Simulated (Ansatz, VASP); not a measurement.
# GaP: VASP beside Ansatz

```
Ga P
1.0
     0.00000    2.72525    2.72525
     2.61624    0.00000    2.72525
     2.61624    2.72525    0.00000
Ga P
1 1
Direct
  0.00000 0.00000 0.00000
  0.75000 0.75000 0.75000
```

Change from the starting cell: strain = -0.04.

Alike in both runs: task relaxation of the atoms; functional PBE; k mesh 8 × 8 × 8; occupations fermi-dirac, width 0.05 eV; no spin polarisation.

```csv
,VASP,Ansatz
version,VASP 6.6.1,Ansatz 0.2.0
potentials or method,"VASP PAW PBE potentials, release 64 (Ga_d, P)",Ansatz PAW
plane-wave cutoff (eV),520,420
valence electrons in the cell,18,18
```

```csv
,VASP,Ansatz,Ansatz less VASP
"gap on the k mesh at the Fermi level, each at its own relaxed structure (eV)",1.18,1.18,0.000
```

Caveats: the relaxation stopped at its first step, so nothing moved. A k mesh can miss the band edges.
